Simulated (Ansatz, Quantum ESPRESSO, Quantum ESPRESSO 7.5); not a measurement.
## 1 layers of Pd in Na(100), on the host's sites: ballistic transmission

Wanted: the transmission near the Fermi level and the conductance of this junction: 1 layers of Pd in Na(100), on the host's sites.

Calculated with Quantum ESPRESSO 7.5; plane-wave DFT, PBE, GBRV ultrasoft pseudopotentials (cross-check by Ansatz 0.2.0 with PAW datasets).

## Step 1: The structure

The cell holds 18 atoms: 17 Na and 1 Pd. Cell: a = 4.200 Å, b = 4.200 Å, c = 36.567 Å, α = 90.0°, β = 90.0°, γ = 90.0°. It derives from Na. Regions: left lead, 8 atoms (8 Na); channel, 2 atoms (1 Pd and 1 Na); right lead, 8 atoms (8 Na). The structure is stacked along c, and the current runs across the ab planes.

## Step 2: Ground state

One periodic cell holds a stretch of lead, the junction and more lead; the atoms stay as built.

scf.in reads:

```
&control
  prefix = 'scf'
  outdir = './out'
  pseudo_dir = './pseudo'
  calculation = 'scf'
  tprnfor = .true.
/
&system
  ibrav = 0
  nat = 18
  ntyp = 2
  ecutwfc = 40
  ecutrho = 200
  occupations = 'smearing'
  smearing = 'mv'
  degauss = 0.01
/
&electrons
  conv_thr = 1e-07
  mixing_beta = 0.25
  electron_maxstep = 120
  mixing_mode = 'local-TF'
/
ATOMIC_SPECIES
  Na  22.9898  na_pbe_v1.5.uspp.F.UPF
  Pd  106.4200  pd_pbe_v1.4.uspp.F.UPF
CELL_PARAMETERS angstrom
  4.20000000000000 0.00000000000000 0.00000000000000
  0.00000000000000 4.20000000000000 0.00000000000000
  0.00000000000000 0.00000000000000 36.56682233560091
ATOMIC_POSITIONS crystal
  Na  0.000000000000 0.000000000000 0.000000000000
  Na  0.500000000000 0.500000000000 0.057429108297
  Na  0.000000000000 0.000000000000 0.114858216595
  Na  0.500000000000 0.500000000000 0.172287324892
  Na  0.000000000000 0.000000000000 0.229716433189
  Na  0.500000000000 0.500000000000 0.287145541487
  Na  0.000000000000 0.000000000000 0.344574649784
  Na  0.500000000000 0.500000000000 0.402003758081
  Pd  0.000000000000 0.000000000000 0.442570891703
  Na  0.500000000000 0.500000000000 0.483138025324
  Na  0.000000000000 0.000000000000 0.540567133621
  Na  0.500000000000 0.500000000000 0.597996241919
  Na  0.000000000000 0.000000000000 0.655425350216
  Na  0.500000000000 0.500000000000 0.712854458513
  Na  0.000000000000 0.000000000000 0.770283566811
  Na  0.500000000000 0.500000000000 0.827712675108
  Na  0.000000000000 0.000000000000 0.885141783405
  Na  0.500000000000 0.500000000000 0.942570891703
K_POINTS automatic
  6 6 1 0 0 0
```

Launch:

```console
OMP_NUM_THREADS=1 mpirun -n 4 pw.x -nk 2 -in scf.in > scf.out
```

The log of the run:

```text
Program PWSCF v.7.5 starts
[citation notice left out]

     Parallel version (MPI & OpenMP), running on       4 processor cores
     Number of MPI processes:                 4
     Threads/MPI process:                     1

     MPI processes distributed on     1 nodes
[...]
Current dimensions of program PWSCF are:
     Max number of different atomic species (ntypx) = 10
     Max number of k-points (npk) =  40000
     Max angular momentum in pseudopotentials (lmaxx) =  4
     Message from routine setup:
     using ibrav=0 with symmetry is DISCOURAGED, use correct ibrav instead

     K-points division:     npool     =       2
     R & G space division:  proc/nbgrp/npool/nimage =       2
     Subspace diagonalization in iterative solution of the eigenvalue problem:
     a serial algorithm will be used

     Parallelization info
     --------------------
     sticks:   dense  smooth     PW     G-vecs:    dense   smooth      PW
     Min         498     396    120               103902    74316   12056
     Max         499     397    121               103917    74347   12079
     Sum         997     793    241               207819   148663   24135

     Using Slab Decomposition

     bravais-lattice index     =            0
     lattice parameter (alat)  =       7.9368  a.u.
     unit-cell volume          =    4352.9372 (a.u.)^3
     number of atoms/cell      =           18
     number of atomic types    =            2
     number of electrons       =       169.00
     number of Kohn-Sham states=          102
     kinetic-energy cutoff     =      40.0000  Ry
     charge density cutoff     =     200.0000  Ry
     scf convergence threshold =      1.0E-07
     mixing beta               =       0.2500
     number of iterations used =            8  local-TF  mixing
     Exchange-correlation=  SLA  PW   PBX  PBC
                           (   1   4   3   4   0   0   0)

     celldm(1)=   7.936850  celldm(2)=   0.000000  celldm(3)=   0.000000
     celldm(4)=   0.000000  celldm(5)=   0.000000  celldm(6)=   0.000000

     crystal axes: (cart. coord. in units of alat)
               a(1) = (   1.000000   0.000000   0.000000 )
               a(2) = (   0.000000   1.000000   0.000000 )
               a(3) = (   0.000000   0.000000   8.706386 )

     reciprocal axes: (cart. coord. in units 2 pi/alat)
               b(1) = (  1.000000  0.000000  0.000000 )
               b(2) = (  0.000000  1.000000  0.000000 )
               b(3) = (  0.000000  0.000000  0.114858 )

     PseudoPot. # 1 for Na read from file:
     ./pseudo/na_pbe_v1.5.uspp.F.UPF
     Pseudo is Ultrasoft, Zval =  9.0
     Generated by new atomic code, or converted to UPF format
     Using radial grid of  819 points,  5 beta functions with:
                l(1) =   0
                l(2) =   0
                l(3) =   1
                l(4) =   1
                l(5) =   2
     Q(r) pseudized with  8 coefficients,  rinner =    1.250   1.250   1.250
                                                       1.250   1.250

     PseudoPot. # 2 for Pd read from file:
     ./pseudo/pd_pbe_v1.4.uspp.F.UPF
     Pseudo is Ultrasoft + core correction, Zval = 16.0
     Generated by new atomic code, or converted to UPF format
     Using radial grid of  887 points,  6 beta functions with:
                l(1) =   0
                l(2) =   0
                l(3) =   1
                l(4) =   1
                l(5) =   2
                l(6) =   2
     Q(r) pseudized with  8 coefficients,  rinner =    1.130   1.130   1.130
                                                       1.130   1.130

     atomic species   valence    mass     pseudopotential
     Na                9.00    22.98980     Na( 1.00)
     Pd               16.00   106.42000     Pd( 1.00)

      8 Sym. Ops. (no inversion) found

   Cartesian axes

     site n.     atom                  positions (alat units)
         1        Na     tau(   1) = (   0.0000000   0.0000000   0.0000000  )
         2        Na     tau(   2) = (   0.5000000   0.5000000   0.5000000  )
         3        Na     tau(   3) = (   0.0000000   0.0000000   1.0000000  )
         4        Na     tau(   4) = (   0.5000000   0.5000000   1.5000000  )
         5        Na     tau(   5) = (   0.0000000   0.0000000   2.0000000  )
         6        Na     tau(   6) = (   0.5000000   0.5000000   2.5000000  )
         7        Na     tau(   7) = (   0.0000000   0.0000000   3.0000000  )
         8        Na     tau(   8) = (   0.5000000   0.5000000   3.5000000  )
         9        Pd     tau(   9) = (   0.0000000   0.0000000   3.8531931  )
        10        Na     tau(  10) = (   0.5000000   0.5000000   4.2063863  )
        11        Na     tau(  11) = (   0.0000000   0.0000000   4.7063863  )
        12        Na     tau(  12) = (   0.5000000   0.5000000   5.2063863  )
        13        Na     tau(  13) = (   0.0000000   0.0000000   5.7063863  )
        14        Na     tau(  14) = (   0.5000000   0.5000000   6.2063863  )
        15        Na     tau(  15) = (   0.0000000   0.0000000   6.7063863  )
        16        Na     tau(  16) = (   0.5000000   0.5000000   7.2063863  )
        17        Na     tau(  17) = (   0.0000000   0.0000000   7.7063863  )
        18        Na     tau(  18) = (   0.5000000   0.5000000   8.2063863  )

     number of k points=    10  Marzari-Vanderbilt smearing, width (Ry)=  0.0100
                       cart. coord. in units 2pi/alat
        k(    1) = (   0.0000000   0.0000000   0.0000000), wk =   0.0555556
        k(    2) = (   0.0000000   0.1666667   0.0000000), wk =   0.2222222
        k(    3) = (   0.0000000   0.3333333   0.0000000), wk =   0.2222222
        k(    4) = (   0.0000000  -0.5000000   0.0000000), wk =   0.1111111
        k(    5) = (   0.1666667   0.1666667   0.0000000), wk =   0.2222222
        k(    6) = (   0.1666667   0.3333333   0.0000000), wk =   0.4444444
        k(    7) = (   0.1666667  -0.5000000   0.0000000), wk =   0.2222222
        k(    8) = (   0.3333333   0.3333333   0.0000000), wk =   0.2222222
        k(    9) = (   0.3333333  -0.5000000   0.0000000), wk =   0.2222222
        k(   10) = (  -0.5000000  -0.5000000   0.0000000), wk =   0.0555556

     Dense  grid:   207819 G-vectors     FFT dimensions: (  36,  36, 320)

     Smooth grid:   148663 G-vectors     FFT dimensions: (  32,  32, 288)

     Estimated max dynamical RAM per process >     370.54 MB

     Estimated total dynamical RAM >       1.40 GB

     Initial potential from superposition of free atoms

     starting charge     168.3931, renormalised to     169.0000

[...]
-23.0125 -23.0124 -23.0124 -23.0020 -23.0020 -23.0020 -23.0020 -22.9848
   -22.9848 -22.5553 -22.4766 -22.4658 -22.4658 -22.4566 -22.4566  -1.4074
    -1.3002  -1.2706  -0.9745  -0.9042  -0.4243  -0.3062   0.2591   0.5032
     0.5041   0.6511   0.8462   0.8462   0.9178   1.4984   1.5013   2.6828
     2.7130   4.0466   4.1174   5.5391   5.6519   6.4432   6.5295   6.6756
     6.8041   6.8043   6.8909   6.8967   6.8968   6.9179

          k = 0.0000 0.1667 0.0000 ( 18546 PWs)   bands (ev):

   -51.1323 -51.1323 -51.1251 -51.1251 -51.1132 -51.1119 -51.1119 -51.1100
   -51.1098 -51.1084 -51.1084 -51.0984 -51.0984 -51.0773 -51.0772 -50.5626
   -50.5565 -46.6668 -46.6469 -46.6467 -23.0603 -23.0603 -23.0590 -23.0590
   -23.0555 -23.0555 -23.0474 -23.0473 -23.0453 -23.0451 -23.0449 -23.0447
   -23.0437 -23.0437 -23.0403 -23.0402 -23.0393 -23.0359 -23.0356 -23.0355
   -23.0329 -23.0328 -23.0328 -23.0311 -23.0310 -23.0308 -23.0296 -23.0257
   -23.0254 -23.0242 -23.0214 -23.0210 -23.0202 -23.0142 -23.0139 -23.0135
   -23.0135 -23.0131 -23.0128 -23.0032 -23.0032 -23.0021 -23.0021 -22.9846
   -22.9845 -22.5551 -22.4765 -22.4672 -22.4657 -22.4578 -22.4565  -1.1617
    -1.0549  -1.0273  -0.7306  -0.6643  -0.1849  -0.0763   0.4188   0.5647
     0.6322   0.7751   0.8504   0.8717   0.8821   1.7071   1.7581   2.9165
     2.9176   4.1958   4.2074   4.4085   4.4976   4.7966   4.9785   5.0498
     5.4884   5.5149   5.8672   5.9292   6.1899   6.2996

          k = 0.0000 0.3333 0.0000 ( 18572 PWs)   bands (ev):

   -51.1322 -51.1322 -51.1251 -51.1251 -51.1129 -51.1118 -51.1118 -51.1096
   -51.1096 -51.1087 -51.1087 -51.0984 -51.0984 -51.0772 -51.0772 -50.5626
   -50.5564 -46.6668 -46.6473 -46.6466 -23.0628 -23.0628 -23.0625 -23.0625
   -23.0530 -23.0529 -23.0494 -23.0493 -23.0485 -23.0478 -23.0468 -23.0465
   -23.0437 -23.0437 -23.0426 -23.0424 -23.0381 -23.0363 -23.0360 -23.0338
   -23.0329 -23.0325 -23.0317 -23.0312 -23.0311 -23.0306 -23.0298 -23.0260
   -23.0257 -23.0242 -23.0242 -23.0206 -23.0201 -23.0159 -23.0159 -23.0137
   -23.0135 -23.0132 -23.0131 -23.0055 -23.0054 -23.0023 -23.0023 -22.9841
   -22.9841 -22.5547 -22.4763 -22.4701 -22.4656 -22.4602 -22.4563  -0.4469
    -0.3399  -0.3057  -0.0251   0.0361   0.4346   0.4571   0.6572   0.7781
     0.7836   0.7872   0.8590   1.3617   1.5027   2.3273   2.4185   2.4511
     2.5063   2.6061   2.8457   2.9173   3.2903   3.4465   3.7473   3.8079
     4.1898   4.3220   5.0169   5.0556   5.1412   5.3610

          k = 0.0000-0.5000 0.0000 ( 18552 PWs)   bands (ev):

   -51.1322 -51.1321 -51.1251 -51.1251 -51.1128 -51.1118 -51.1118 -51.1093
   -51.1093 -51.1090 -51.1090 -51.0985 -51.0984 -51.0772 -51.0772 -50.5626
   -50.5564 -46.6668 -46.6475 -46.6466 -23.0643 -23.0643 -23.0639 -23.0639
   -23.0514 -23.0514 -23.0513 -23.0508 -23.0495 -23.0488 -23.0476 -23.0470
   -23.0441 -23.0441 -23.0437 -23.0434 -23.0389 -23.0377 -23.0344 -23.0334
   -23.0326 -23.0321 -23.0315 -23.0315 -23.0287 -23.0286 -23.0285 -23.0284
   -23.0284 -23.0246 -23.0246 -23.0204 -23.0201 -23.0173 -23.0173 -23.0135
   -23.0133 -23.0133 -23.0131 -23.0065 -23.0065 -23.0024 -23.0023 -22.9839
   -22.9839 -22.5545 -22.4761 -22.4715 -22.4655 -22.4615 -22.4562   0.2289
     0.4170   0.6002   0.7414   0.7923   0.8099   0.8633   0.8837   0.9035
     0.9637   1.0777   1.2356   1.2848   1.3093   1.4490   1.7523   1.8120
     1.8320   1.8857   2.4176   2.5582   2.6268   2.6537   3.5504   3.5542
     3.6105   3.8593   4.7183   4.7400   4.7852   5.0411

          k = 0.1667 0.1667 0.0000 ( 18595 PWs)   bands (ev):

   -51.1323 -51.1323 -51.1251 -51.1251 -51.1131 -51.1118 -51.1118 -51.1099
   -51.1097 -51.1085 -51.1085 -51.0984 -51.0984 -51.0772 -51.0772 -50.5626
   -50.5564 -46.6668 -46.6469 -46.6469 -23.0605 -23.0605 -23.0586 -23.0586
   -23.0578 -23.0578 -23.0470 -23.0469 -23.0453 -23.0452 -23.0452 -23.0449
   -23.0444 -23.0444 -23.0441 -23.0395 -23.0388 -23.0385 -23.0359 -23.0349
   -23.0348 -23.0332 -23.0320 -23.0315 -23.0311 -23.0302 -23.0302 -23.0265
   -23.0251 -23.0244 -23.0221 -23.0202 -23.0201 -23.0146 -23.0145 -23.0140
   -23.0139 -23.0129 -23.0127 -23.0034 -23.0033 -23.0031 -23.0030 -22.9844
   -22.9844 -22.5549 -22.4764 -22.4672 -22.4670 -22.4577 -22.4577  -0.9177
    -0.8112  -0.7853  -0.4877  -0.4264   0.0536   0.1457   0.5400   0.6126
     0.6949   0.7837   0.8203   0.9425   1.0782   1.9203   2.0039   3.1234
     3.1470   4.3900   4.3927   4.4148   4.5003   4.6122   4.8457   4.9012
     4.9620   5.0011   5.4181   5.4569   5.5096   5.6727

          k = 0.1667 0.3333 0.0000 ( 18610 PWs)   bands (ev):

   -51.1322 -51.1322 -51.1251 -51.1251 -51.1129 -51.1118 -51.1118 -51.1095
   -51.1095 -51.1087 -51.1087 -51.0984 -51.0984 -51.0772 -51.0772 -50.5626
   -50.5564 -46.6668 -46.6473 -46.6469 -23.0621 -23.0621 -23.0617 -23.0617
   -23.0561 -23.0561 -23.0497 -23.0496 -23.0478 -23.0471 -23.0461 -23.0460
   -23.0449 -23.0437 -23.0431 -23.0420 -23.0403 -23.0372 -23.0363 -23.0359
   -23.0351 -23.0348 -23.0340 -23.0318 -23.0307 -23.0300 -23.0293 -23.0261
   -23.0259 -23.0231 -23.0231 -23.0215 -23.0200 -23.0154 -23.0154 -23.0145
   -23.0145 -23.0135 -23.0135 -23.0054 -23.0054 -23.0033 -23.0033 -22.9842
   -22.9841 -22.5546 -22.4762 -22.4699 -22.4669 -22.4602 -22.4575  -0.2108
    -0.1025  -0.0686   0.2112   0.2533   0.5559   0.5873   0.6804   0.7671
     0.7826   0.9043   0.9818   1.5793   1.7382   2.5416   2.6415   2.6867
     2.7280   2.8287   3.0658   3.1402   3.5234   3.6786   3.9422   4.0153
     4.4039   4.5278   5.0863   5.1189   5.3387   5.3670

[...]
the Fermi energy is     1.8388 ev

!    total energy              =   -1819.54690533 Ry
     estimated scf accuracy    <       0.00000003 Ry
     smearing contrib. (-TS)   =      -0.00019289 Ry
     internal energy E=F+TS    =   -1819.54671244 Ry

     The total energy is F=E-TS. E is the sum of the following terms:
     one-electron contribution =   -1907.34277868 Ry
     hartree contribution      =     966.92357620 Ry
     xc contribution           =    -274.64508867 Ry
     ewald contribution        =    -604.48242129 Ry

     convergence has been achieved in  35 iterations

     negative rho (up, down):  7.555E-02 0.000E+00

     Forces acting on atoms (cartesian axes, Ry/au):

     atom    1 type  1   force =     0.00000000    0.00000000   -0.00000286
     atom    2 type  1   force =     0.00000000    0.00000000    0.00015409
     atom    3 type  1   force =     0.00000000    0.00000000   -0.00009737
     atom    4 type  1   force =     0.00000000    0.00000000   -0.00025295
     atom    5 type  1   force =     0.00000000    0.00000000   -0.00017662
     atom    6 type  1   force =     0.00000000    0.00000000   -0.00067940
     atom    7 type  1   force =     0.00000000    0.00000000    0.00780423
     atom    8 type  1   force =     0.00000000    0.00000000    0.00538658
     atom    9 type  2   force =     0.00000000    0.00000000    0.00001610
     atom   10 type  1   force =     0.00000000    0.00000000   -0.00538306
     atom   11 type  1   force =     0.00000000    0.00000000   -0.00780401
     atom   12 type  1   force =     0.00000000    0.00000000    0.00067341
     atom   13 type  1   force =     0.00000000    0.00000000    0.00017267
     atom   14 type  1   force =     0.00000000    0.00000000    0.00025136
     atom   15 type  1   force =     0.00000000    0.00000000    0.00009677
     atom   16 type  1   force =     0.00000000    0.00000000   -0.00015447
     atom   17 type  1   force =     0.00000000    0.00000000   -0.00000214
     atom   18 type  1   force =     0.00000000    0.00000000   -0.00000233

     Total force =     0.013453     Total SCF correction =     0.000359

[...]
=------------------------------------------------------------------------------=
   JOB DONE.
=------------------------------------------------------------------------------=
```

Wall time 5.2 min (4 MPI ranks of Arm Neoverse V2, shared host); peak memory 1.5 GiB; 21 min of CPU time.

This step gave:

```
free energy  : -24756.1968 eV
Fermi energy : 1.839 eV
```

The program's own clock; routines nest. Time by routine:

```csv
routine,wall time (s),calls
PWSCF,312.8,1
electrons,307.4,1
c_bands,257,35
cegterg,238.8,175
h_psi,119.5,697
fftw,64.95,96676
vloc_psi,60.97,697
calbec,42.43,892
sum_band,36.7,35
h_psi:calbec,28.39,697
add_vuspsi,28.24,697
s_psi,28.17,697
newd,8.31,36
cdiaghg,6.9,692
```

The run needed 35 iterations to bring the estimated error under 1e-07 Ry; the largest force on any atom, held or free, is 0.20 eV/Å.

(Continued in part 2 of 4.)

[Logs are printed without paths, hosts, clocks, repeated set-up lines and the standing remarks that a program may print on its own settings, such as how far it seeks lower states.]

[Hosts, paths, dates, database ids (printed as entryN), source tags and the programs' standing remarks are cut or masked in the printed files.]

[Maps of the electrostatic potential energy from Ansatz leave out the sawtooth potential of an applied field or a dipole correction, so their vacuum need not be flat; planar profiles and work functions include it.]
